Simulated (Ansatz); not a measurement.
Here is an Ansatz 0.2.0 calculation.

input.yaml

```yaml
crystal:
  lattice:
    - [0.0, 3.06065, 3.06065]
    - [3.06065, 0.0, 3.06065]
    - [3.06065, 3.06065, 0.0]
  atoms:
    - { symbol: Pb, position: [0.0, 0.0, 0.0] }
    - { symbol: Se, position: [0.5, 0.5, 0.5] }
hamiltonian:
  xc: { exchange: pbe, correlation: none }
  pseudopotentials: { kind: paw }
kpoints:
  mp_grid: { grid: [8, 8, 8] }
  band_path:
    path:
      - [[0.0, 0.0, 0.0], [0.5, 0.0, 0.5], [0.5, 0.25, 0.75], [0.375, 0.375, 0.75], [0.0, 0.0, 0.0], [0.5, 0.5, 0.5], [0.625, 0.25, 0.625], [0.5, 0.25, 0.75], [0.5, 0.5, 0.5], [0.375, 0.375, 0.75]]
      - [[0.625, 0.25, 0.625], [0.5, 0.0, 0.5]]
    npoints: 14
scf:
  occupations: { method: fermi_dirac, width: 0.05 }
  n_extra_bands: 6
output:
  forces: true
  stress: true
  eigenvalues: true
  fatbands: false
```

Potentials or basis: Ansatz PAW.

The run is started by

```sh
$ ansatz run input.yaml --threads 2 --pin off --max-ram 5120MiB --backend cpu --events-out ev --progress --plain --runs-dir out
```

Estimate the band gap on the k mesh.

0.42 eV, direct.

Estimate the band gap along the path.

0.42 eV, direct.

Levels at the corners of the path, in eV from the valence-band top:
| point | band 11 | band 12 | band 13 | band 14 | band 15 | band 16 | band 17 | band 18 | band 19 | band 20 |
| --- | --- | --- | --- | --- | --- | --- | --- | --- | --- | --- |
| Γ | -13.58 | -6.36 | -1.87 | -1.87 | -1.87 | 4.64 | 4.64 | 4.64 | 6.72 | 6.72 |
| X | -12.16 | -7.45 | -4.90 | -3.20 | -3.20 | 4.00 | 5.56 | 5.56 | 6.07 | 11.44 |
| W | -12.13 | -8.07 | -4.16 | -4.16 | -0.79 | 1.90 | 5.05 | 5.05 | 7.84 | 7.84 |
| K | -12.17 | -8.09 | -4.50 | -2.70 | -2.36 | 3.46 | 3.99 | 5.49 | 6.04 | 10.27 |
| Γ | -13.58 | -6.36 | -1.87 | -1.87 | -1.87 | 4.64 | 4.64 | 4.64 | 6.72 | 6.72 |
| L | -12.53 | -8.83 | -1.45 | -1.45 | 0.00 | 0.42 | 1.71 | 1.71 | 8.91 | 10.28 |
| U | -12.17 | -8.09 | -4.50 | -2.70 | -2.36 | 3.46 | 3.99 | 5.49 | 6.04 | 10.27 |
| W | -12.13 | -8.07 | -4.16 | -4.16 | -0.79 | 1.90 | 5.05 | 5.05 | 7.84 | 7.84 |
| L | -12.53 | -8.83 | -1.45 | -1.45 | 0.00 | 0.42 | 1.71 | 1.71 | 8.91 | 10.28 |
| K | -12.17 | -8.09 | -4.50 | -2.70 | -2.36 | 3.46 | 3.99 | 5.49 | 6.04 | 10.27 |
| U | -12.17 | -8.09 | -4.50 | -2.70 | -2.36 | 3.46 | 3.99 | 5.49 | 6.04 | 10.27 |
| X | -12.16 | -7.45 | -4.90 | -3.20 | -3.20 | 4.00 | 5.56 | 5.56 | 6.07 | 11.44 |

Caveat: spin-orbit coupling is left out, which as a rule narrows the gap of such compounds by several tenths of an eV.

**Experimental background.**

From a printed reference work, monograph, for a bulk crystal of PbSe at 4.2 K: band gap 0.15 eV (direct).

Measured gap of PbSe: 0.15 eV (direct; 4.2 K; a printed reference work, monograph). This calculation gives 0.42 eV (+0.27 eV). 2 values of this kind are on record (0.15 to 0.28 eV); this one was drawn at random. Spin-orbit coupling on Pb, Se is left out. The value is that of exchange-only PBE, without temperature or zero-point motion.
